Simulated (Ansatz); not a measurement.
Space group Fm-3m (No. 225). a = 5.934 Å, b = 5.934 Å, c = 5.934 Å, α = 90.00°, β = 90.00°, γ = 90.00°
```
atom site symmetry x y z
  Pb    4b m-3m  0.0000  0.0000  0.5000
   S    4a m-3m  0.0000  0.0000  0.0000
```

Equation of state of this PbS structure (not necessarily the ground state), with shape and atoms relaxed at each volume where symmetry leaves them free. These are results of DFT PBE+D3(BJ), scalar-relativistic, plane waves, PAW (Ansatz), not measurements.

Plane waves to 420 eV, a k mesh through Γ of 12×12×12 on the computed 2-atom cell and Gaussian smearing (0.02 eV); no spin polarisation.

```tsv
V (Å³/atom)	E − E(largest V) (meV/atom)	P (GPa)	gap on mesh (eV)
22.989	49.00	9.57	0.20
23.772	9.77	6.56	0.03
24.556	-16.13	4.06	0.11
25.340	-30.48	1.87	0.24
26.123	-34.92	0.00	0.36
26.907	-30.92	-1.59	0.46
27.691	-19.79	-2.91	0.55
28.736	0.00	-2.88	0.83
```

Problem. Fit a third-order Birch–Murnaghan equation to E(V).

Solution. V0 = 26.13 Å³/atom, B0 = 53 GPa, B0' = 5.8.

Spin-orbit coupling is left out, which matters for the bands of heavy elements. An atom lies near a switch of its D3 coefficient C6 between reference coordination numbers, so the dispersion energy changes steeply there and can make or shift the minimum.